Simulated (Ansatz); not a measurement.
# Zn (Im-3m) in Ansatz: further runs

The runs below take Zn through single point, with PBE.

Everything below comes from runs of Ansatz 0.2.0. Logs are shortened: lines on timing, memory, paths and dates and some standing lists are left out, and cuts for length are marked.

**1. The structure**

Symmetry: Im-3m, No. 229, cubic system. The conventional cell has a = 3.138 Å, b = 3.138 Å, c = 3.138 Å, α = 90.00°, β = 90.00°, γ = 90.00°. Zn (site symmetry m-3m) has 8 Zn at 2.72 Å as nearest neighbours.

This isn't the form of Zn at room conditions, which is hcp.

**2. Single point, PBE, 14.52 Å³/atom (volume scaled by 0.94)**

File input.yaml:

```yaml
crystal:
  lattice:
    - [-1.5370068493, 1.5370068493, 1.5370068493]
    - [1.5370068493, -1.5370068493, 1.5370068493]
    - [1.5370068493, 1.5370068493, -1.5370068493]
  atoms:
    - { symbol: Zn, position: [0.0, 0.0, 0.0] }
kpoints:
  mp_grid: { grid: [12, 12, 12] }
scf:
  occupations: { method: fermi_dirac, width: 0.05 }
hamiltonian:
  xc: pbe
  pseudopotentials: { kind: all_electron, lapw: { basis_error: 0.0005 } }
output:
  forces: true
  stress: true
  eigenvalues: true
```

Potentials or basis: all-electron LAPW, scalar-relativistic.

The run is started by

```console
$ ansatz run input.yaml --threads 1 --pin off --max-ram 2560MiB --backend cpu --events-out ev --progress --plain --runs-dir out
```

The program printed:

```text
Warning: RAYON_NUM_THREADS=1 ignored (pool sized by the plan → 1); use --threads N
LAPW: plane waves up to 8.676 Å⁻¹, error target 5.0e-4 eV per atom; small_component_spin mean_spin; Zn in spheres of 1.331 Å, 20 of its electrons in bands, Dirac shells [] (how accurate: hamiltonian.pseudopotentials.lapw.basis_error, Limitations)
Engine: ansatz 0.2.0, x86_64-unknown-linux-gnu
Pseudopotentials: kind: all_electron
Pseudopotential: Zn, LAPW, valence charge 20, lapw/all_electron/scalar/gaussian/Zn, Koelling and Harmon's equation, gaussian nucleus
Functional definition: PBE
  parameter kappa = 0.804
  parameter beta = 0.06672455060314922
  exchange = pbe_x(kappa = kappa, mu = beta*pi^2/3)
  correlation = pbe_c(beta = beta)
Crystal: 1 atoms, lattice volume = 14.524 Å³
Basis set: ecut = 286.76945433881326 eV, 177 PW (Γ), exchange–correlation at level 2
Bands: 14, of which v1, the nominal top of the filled ones, is band 10 counted from 1 (9 counted from 0)
Symmetry: 48 space group operations
Space group: Im-3m (ITA 229), of the structure as read, at distance tolerance 2.4e-5 Å
k-points: 72 of 1728
Non-local potential: Zn, projectors of the file, none
Initial density: superposition of atomic densities (chi_scale 0.1, normalization cell)
Initial wavefunctions: plane waves of lowest kinetic energy (no species holds an atomic orbital)
Functional: x = pbe(κ = 0.804, μ = 0.2195149727645171), c = pbe(β = 0.06672455060314922)
iter 1 solved again at ethr=1.57e-4 eV; its pass at ethr=1.00e-1 eV (dr2=3.14e-2 eV) is discarded
SCF iter   1: F=—  HF=-48873.037834 eV  |F-HF|=—  |Δ(HF+E_count)|=         —  Δρ=1.90e-2  dr2=3.15e-2  ethr=1.57e-4  ⟨swp⟩=3.3  Hψ=7069  notcnv=0
preconditioner: auto → none  [metal: Δε(μ)=0.016 eV  Ē_g=16.994 eV  σ=0.050 eV  W_gap=0.08  n_scr=0 (ndim 8)  ℏωp=33.8 eV  f_vac=0.000  D(μ)=0.46/eV (n_scr^D=0)]
iter 2 solved again at ethr=4.23e-6 eV; its pass at ethr=1.57e-4 eV (dr2=8.46e-4 eV) is discarded
SCF iter   2: F=—  HF=-48872.988581 eV  |F-HF|=—  |Δ(HF+E_count)|=   4.93e-2  Δρ=3.16e-3  dr2=8.47e-4  ethr=4.23e-6  ⟨swp⟩=2.0  Hψ=5133  notcnv=0
SCF iter   3: F=—  HF=-48872.923400 eV  |F-HF|=—  |Δ(HF+E_count)|=   6.52e-2  Δρ=5.55e-3  dr2=2.66e-3  ethr=4.23e-6  ⟨swp⟩=3.0  Hψ=3275  notcnv=0
SCF iter   4: F=—  HF=-48872.921449 eV  |F-HF|=—  |Δ(HF+E_count)|=   1.95e-3  Δρ=8.33e-4  dr2=5.66e-5  ethr=4.23e-6  ⟨swp⟩=2.0  Hψ=2804  notcnv=0
SCF iter   5: F=—  HF=-48872.921480 eV  |F-HF|=—  |Δ(HF+E_count)|=   3.06e-5  Δρ=2.09e-5  dr2=3.54e-8  ethr=2.83e-7  ⟨swp⟩=2.0  Hψ=2804  notcnv=0
SCF iter   6: F=-48872.921477 eV  HF=-48872.921478 eV  |F-HF|=6.01e-8  |Δ(HF+E_count)|=   2.40e-6  Δρ=2.36e-6  dr2=2.89e-10  ethr=1.77e-10  ⟨swp⟩=3.1  Hψ=3244  notcnv=0
SCF 1 converged in 6 iterations: F = -48872.921477 eV  dr2 = 2.89e-10
SCF converged after 6 iterations
Free energy (F): -48872.921477 eV
Harris-Foulkes:  -48872.921478 eV  (|F-HF|=6.01e-8)
Internal energy: -48872.917644 eV  (E = F + TS)
E sigma→0 (E₀):  -48872.919561 eV
Entropy (-TS):   -0.003834 eV (-3.834 meV/atom)
Fermi energy:    14.836799 eV
--- Per-component energies (eV) ---
  E_band       = -527.910762
  E_kinetic    = 49773.300933
  E_xc         = -1950.449519
  E_electrostatic = -96695.769059  (all electrons and nuclei)
  E_smearing   = -0.003834  (= −TS)
  E_closure    = 0.000000  (closes the sum)
  E_atoms      = -48871.914906  (free atoms, spherical and without spin; not in F)
  Σ components = -48872.921477   (vs F -48872.921477, Δ=0.00e0)
  Basis errors (estimates in eV, not in F): energy 1.2e-4 per atom: plane waves 1.2e-4 (5.9e-5 summed), levels above the bands 1.8e-78, relativity 8.5e-9, radial functions 3.0e-6, core shells 4.8e-13; eigenvalues (radial functions only) 5.8e-5; not estimated: angular momenta, meshes, grids; target (lapw.basis_error) 5.0e-4; muffin-tin radii Zn 1.331 Å
--- Forces (eV/Å), atoms counted from 1 ---
  atom   1  Zn    -0.00000000     0.00000000    -0.00000000
  max |Σ_I F_I| component: 1.81e-31 eV/Å
--- Stress (GPa, compression-positive) ---
        3.990602       0.000000       0.000000
        0.000000       3.990602      -0.000000
        0.000000      -0.000000       3.990602
  P = ⅓ Tr σ = 3.9906 GPa (39.906 kbar)
--- Band table (eV; the first three rows and the last of 72) ---
  k-point 0: bands = ["-111.8875", "-66.0285", "-66.0285", "-66.0285", "3.9701", "6.9125", "6.9125", "6.9125", "7.4688", "7.4688", "34.8060", "34.8060", "34.8060", "35.7017"]
  k-point 1: bands = ["-111.8873", "-66.0303", "-66.0292", "-66.0284", "4.1983", "6.8895", "6.9174", "6.9693", "7.4475", "7.4702", "31.6365", "33.2197", "33.6084", "34.4721"]
  k-point 2: bands = ["-111.8867", "-66.0354", "-66.0311", "-66.0283", "4.8552", "6.8267", "6.9430", "7.1279", "7.4067", "7.4750", "27.2851", "31.0664", "31.6700", "33.0092"]
  k-point 71: bands = ["-111.8821", "-66.0504", "-66.0504", "-66.0504", "6.2794", "6.2794", "7.7532", "7.7532", "7.7532", "19.0828", "19.0828", "19.0828", "23.0095", "23.5567"]
```

It took 4.6 s on 1 thread of Intel Xeon Platinum 8488C (Sapphire Rapids), shared host; peak memory 0.3 GiB.

Results:

```yaml
Free_energy: -48872.9215 eV
Pressure: 4.0 GPa
Band_gap_on_the_k_mesh: none (metal or under the smearing width)
```

**3. Single point, PBE, 14.83 Å³/atom (volume scaled by 0.96)**

Edit input.yaml of step 2 so:

```diff
@@ -2,5 +2,5 @@
   lattice:
-    - [-1.5370068493, 1.5370068493, 1.5370068493]
-    - [1.5370068493, -1.5370068493, 1.5370068493]
-    - [1.5370068493, 1.5370068493, -1.5370068493]
+    - [-1.5478311978, 1.5478311978, 1.5478311978]
+    - [1.5478311978, -1.5478311978, 1.5478311978]
+    - [1.5478311978, 1.5478311978, -1.5478311978]
   atoms:
```

Potentials or basis: all-electron LAPW, scalar-relativistic.

The run is started by

```console
$ ansatz run input.yaml --threads 1 --pin off --max-ram 2560MiB --backend cpu --events-out ev --progress --plain --runs-dir out
```

Run time: 4.3 s. Hardware: 1 thread of Intel Xeon Platinum 8488C (Sapphire Rapids), shared host; peak memory 0.3 GiB.

Results (log left out):

| Property | Result |
| --- | --- |
| Free energy | -48872.9276 eV |
| Pressure | 2.4 GPa |
| Band gap on the k mesh | none (metal or under the smearing width) |

**4. Single point, PBE, 15.14 Å³/atom (volume scaled by 0.98)**

Edit input.yaml of step 3 so:

```diff
@@ -2,5 +2,5 @@
   lattice:
-    - [-1.5478311978, 1.5478311978, 1.5478311978]
-    - [1.5478311978, -1.5478311978, 1.5478311978]
-    - [1.5478311978, 1.5478311978, -1.5478311978]
+    - [-1.558506233, 1.558506233, 1.558506233]
+    - [1.558506233, -1.558506233, 1.558506233]
+    - [1.558506233, 1.558506233, -1.558506233]
   atoms:
```

The run is started by

```console
$ ansatz run input.yaml --threads 1 --pin off --max-ram 2560MiB --backend cpu --events-out ev --progress --plain --runs-dir out
```

It took 4.4 s on 1 thread of Intel Xeon Platinum 8488C (Sapphire Rapids), shared host; peak memory 0.3 GiB.

The run converged. Its results:

| Quantity | Value |
| --- | --- |
| Free energy | -48872.9307 eV |
| Pressure | 0.9 GPa |
| Band gap on the k mesh | none (metal or under the smearing width) |

**5. Single point, PBE, 15.45 Å³/atom**

Edit input.yaml of step 4 so:

```diff
@@ -2,5 +2,5 @@
   lattice:
-    - [-1.558506233, 1.558506233, 1.558506233]
-    - [1.558506233, -1.558506233, 1.558506233]
-    - [1.558506233, 1.558506233, -1.558506233]
+    - [-1.569037, 1.569037, 1.569037]
+    - [1.569037, -1.569037, 1.569037]
+    - [1.569037, 1.569037, -1.569037]
   atoms:
```

The run is started by

```console
$ ansatz run input.yaml --threads 1 --pin off --max-ram 2560MiB --backend cpu --events-out ev --progress --plain --runs-dir out
```

It took 4.5 s on 1 thread of Intel Xeon Platinum 8488C (Sapphire Rapids), shared host; peak memory 0.29 GiB.

The run converged. Its results:

```
Free energy            : -48872.9313 eV
Pressure               : -0.3 GPa
Band gap on the k mesh : none (metal or under the smearing width)
```

**6. Single point, PBE, 15.76 Å³/atom (volume scaled by 1.02)**

Edit input.yaml of step 5 so:

```diff
@@ -2,5 +2,5 @@
   lattice:
-    - [-1.569037, 1.569037, 1.569037]
-    - [1.569037, -1.569037, 1.569037]
-    - [1.569037, 1.569037, -1.569037]
+    - [-1.5794282763, 1.5794282763, 1.5794282763]
+    - [1.5794282763, -1.5794282763, 1.5794282763]
+    - [1.5794282763, 1.5794282763, -1.5794282763]
   atoms:
```

Potentials or basis: all-electron LAPW, scalar-relativistic.

The run is started by

```console
$ ansatz run input.yaml --threads 1 --pin off --max-ram 2560MiB --backend cpu --events-out ev --progress --plain --runs-dir out
```

It took 3.9 s on 1 thread of Intel Xeon Platinum 8488C (Sapphire Rapids), shared host; peak memory 0.29 GiB.

The run converged. Its results:

- Free energy: -48872.9295 eV
- Pressure: -1.5 GPa
- Band gap on the k mesh: none (metal or under the smearing width)

**7. Single point, PBE, 16.07 Å³/atom (volume scaled by 1.04)**

Edit input.yaml of step 6 so:

```diff
@@ -2,5 +2,5 @@
   lattice:
-    - [-1.5794282763, 1.5794282763, 1.5794282763]
-    - [1.5794282763, -1.5794282763, 1.5794282763]
-    - [1.5794282763, 1.5794282763, -1.5794282763]
+    - [-1.5896845915, 1.5896845915, 1.5896845915]
+    - [1.5896845915, -1.5896845915, 1.5896845915]
+    - [1.5896845915, 1.5896845915, -1.5896845915]
   atoms:
```

The run is started by

```console
$ ansatz run input.yaml --threads 1 --pin off --max-ram 2560MiB --backend cpu --events-out ev --progress --plain --runs-dir out
```

It took 4.1 s on 1 thread of Intel Xeon Platinum 8488C (Sapphire Rapids), shared host; peak memory 0.29 GiB.

It converged, with:

| Item | Value |
| --- | --- |
| Free energy | -48872.9257 eV |
| Pressure | -2.5 GPa |
| Band gap on the k mesh | none (metal or under the smearing width) |

**8. Single point, PBE, 16.38 Å³/atom (volume scaled by 1.06)**

Edit input.yaml of step 7 so:

```diff
@@ -2,5 +2,5 @@
   lattice:
-    - [-1.5896845915, 1.5896845915, 1.5896845915]
-    - [1.5896845915, -1.5896845915, 1.5896845915]
-    - [1.5896845915, 1.5896845915, -1.5896845915]
+    - [-1.5998102441, 1.5998102441, 1.5998102441]
+    - [1.5998102441, -1.5998102441, 1.5998102441]
+    - [1.5998102441, 1.5998102441, -1.5998102441]
   atoms:
```

The run is started by

```console
$ ansatz run input.yaml --threads 1 --pin off --max-ram 2560MiB --backend cpu --events-out ev --progress --plain --runs-dir out
```

Run time: 4.3 s. Hardware: 1 thread of Intel Xeon Platinum 8488C (Sapphire Rapids), shared host; peak memory 0.29 GiB.

The run converged. Its results:

```
Free energy            : -48872.9200 eV
Pressure               : -3.3 GPa
Band gap on the k mesh : none (metal or under the smearing width)
```
